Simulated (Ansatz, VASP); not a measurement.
This is a calculation of InAs for Ansatz 0.2.0.

The input input.yaml:

```yaml
crystal:
  lattice:
    - [0.0, 2.9772112161, 2.9772112161]
    - [2.9772112161, 0.0, 2.9772112161]
    - [2.9772112161, 2.9772112161, 0.0]
  atoms:
    - { symbol: In, position: [0.0, 0.0, 0.0] }
    - { symbol: As, position: [0.75, 0.75, 0.75] }
hamiltonian:
  xc: pbesol
  pseudopotentials: { kind: paw }
kpoints:
  mp_grid: { grid: [8, 8, 8] }
scf:
  occupations: { method: fermi_dirac, width: 0.05 }
output:
  forces: true
  stress: true
  eigenvalues: true
```

Potentials or basis: Ansatz PAW.

Command:

```sh
$ ansatz run input.yaml --threads 1 --pin off --max-ram 3584MiB --backend cpu --events-out ev --progress --plain --runs-dir out
```

Translate it to VASP 6.6.1. Potentials there: VASP PAW PBE potentials, release 64 (In_d, As).

As run (the cutoff follows the program's own potentials):

File INCAR:

```
PREC     = Accurate       # precision mode
ENCUT    = 520            # plane-wave cutoff, eV
EDIFF    = 1E-7           # SCF threshold, eV
ISMEAR   = -1             # smearing method
SIGMA    = 0.05           # smearing width, eV
LREAL    = F              # projectors in reciprocal space
LASPH    = T              # aspherical terms in the spheres
NELM     = 80             # most SCF steps
ALGO     = Normal         # electronic algorithm
ISIF     = 2              # what is computed and relaxed
LWAVE    = F              # write WAVECAR
LCHARG   = F              # write CHGCAR
GGA      = PS             # functional
NBANDS   = 16             # bands
```

File KPOINTS:

```
Automatic mesh
0
Gamma
  8 8 8
```

The input POSCAR:

```
InAs
1.0
    0.0000000000      2.9772112161      2.9772112161
    2.9772112161      0.0000000000      2.9772112161
    2.9772112161      2.9772112161      0.0000000000
In As
1 1
Direct
    0.0000000000      0.0000000000      0.0000000000
    0.7500000000      0.7500000000      0.7500000000
```

Potentials or basis: VASP PAW PBE potentials, release 64 (In_d, As).

The run is started by

```console
$ cat potpaw_PBE.64/In_d/POTCAR potpaw_PBE.64/As/POTCAR > POTCAR
$ mpirun -np 1 vasp_std > vasp.out
```

Both were run:

|  | VASP | Ansatz | Ansatz less VASP |
| --- | --- | --- | --- |
| gap on the k mesh at the Fermi level (eV) | none | none | - |
| pressure (GPa) | 4.4 | 4.3 | -0.12 |

A gap of «none» marks a metal or a gap that the smearing closes. The two sets of potentials don't hold the same shells in valence.

Caveats: the PAW data sets were made with another functional, which shifts forces and pressure a little (VASP); this crystal is a semiconductor, whose small gap the functional closes, so the metal is an error of the method (VASP); the PAW data sets come from PBE, with cores solved anew for the run's functional, which leaves a small shift of forces and pressure (Ansatz).
